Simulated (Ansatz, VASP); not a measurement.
Na: VASP beside Ansatz

```
Na
1.0
     0.00000    2.64424    2.64424
     2.64424    0.00000    2.64424
     2.64424    2.64424    0.00000
Na
1
Direct
  0.00000 0.00000 0.00000
```

Alike in both runs: functional PBE; k mesh 14 × 14 × 14; occupations gaussian, width 0.1 eV; no spin polarisation.

Ansatz relaxed the structure, and its values are those at the end. VASP's run is a single point on that final structure, the one shown.

|  | VASP | Ansatz |
| --- | --- | --- |
| version | VASP 6.6.1 | Ansatz 0.2.0 |
| potentials or method | VASP PAW PBE potentials, release 64 (Na_pv) | scalar-relativistic, plane waves, PAW |
| plane-wave cutoff (eV) | 520 | 420 |
| valence electrons in the cell | 7 | 9 |

|  | VASP | Ansatz | Ansatz less VASP |
| --- | --- | --- | --- |
| gap on the k mesh at the Fermi level (eV) | none | none | - |
| pressure (GPa) | 0.0 | 0.0 | +0.01 |

A gap of «none» marks a metal or a gap that the smearing closes. The two sets of potentials don't hold the same shells in valence.
